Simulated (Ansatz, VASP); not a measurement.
## Lu: VASP beside Ansatz

```
CELL_PARAMETERS angstrom
0.00000 2.35513 2.35513
2.35513 0.00000 2.35513
2.35513 2.35513 0.00000
ATOMIC_POSITIONS crystal
Lu 0.00000 0.00000 0.00000
```

Alike in both runs: task single point; functional BLYP; k mesh 12 × 12 × 12; occupations fermi-dirac, width 0.1 eV; no spin polarisation.

|  | VASP | Ansatz |
| --- | --- | --- |
| version | VASP 6.6.1 | Ansatz 0.2.0 |
| potentials or method | VASP PAW PBE potentials, release 64 (Lu) | plane waves (420 eV) with PAW, scalar-relativistic |
| plane-wave cutoff (eV) | 520 | 420 |
| valence electrons in the cell | 25 | 25 |

VASP gave:

| Item | Value |
| --- | --- |
| pressure (GPa) | 6.9 |

Which values does Ansatz return?

Pressure (GPa): 6.7.

Caveats: the PAW data sets were made with another functional, which shifts forces and pressure a little (VASP). The runs have no spin-orbit coupling, so splittings on Lu are missing.
